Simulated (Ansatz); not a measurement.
Reactions of CH4Cl2SSi (`C[Si](S)(Cl)Cl`).

Program: Ansatz. Geometries: PBE0-D4/def2-TZVP. ΔE: electronic, gas phase. CCSD(T)/CBS is the MP2 limit (def2-TZVPP, def2-QZVPP) plus CCSD(T) − MP2 in def2-TZVPP, frozen cores. This one scheme is used for every species. One conformer a species, not always the lowest.

```tsv
reaction	CCSD(T)/CBS(def2) (kJ/mol)
`C[Si](S)(Cl)Cl` + acetylene → `C#C[Si](C)(Cl)Cl` + H₂S	22
`C[Si](S)(Cl)Cl` + `Fc1cccs1` → `F[Si](S)(Cl)Cl` + `Cc1cccs1`	?
`C[Si](S)(Cl)Cl` + `CCC=O` → `C[Si](C)(S)Cl` + `O=CCCl`	120
`C[Si](S)(Cl)Cl` + `C#N` → `C[Si](Cl)(Cl)C#N` + H₂S	28
`C[Si](S)(Cl)Cl` + `C[Si]N` → `C[Si](C)(Cl)Cl` + `N[Si]S`	?
`C[Si](S)(Cl)Cl` + `N#CB(F)Cl` → `C[Si](Cl)(Cl)C#N` + `FB(S)Cl`	-8
```

Q: Fill in the missing values. (Best estimate.)

A: Computed: `C[Si](S)(Cl)Cl` + `Fc1cccs1` → `F[Si](S)(Cl)Cl` + `Cc1cccs1`: -199.7 kJ/mol; `C[Si](S)(Cl)Cl` + `C[Si]N` → `C[Si](C)(Cl)Cl` + `N[Si]S`: -59.0 kJ/mol.

Largest T1 diagnostic: 0.014, for `C#N`.
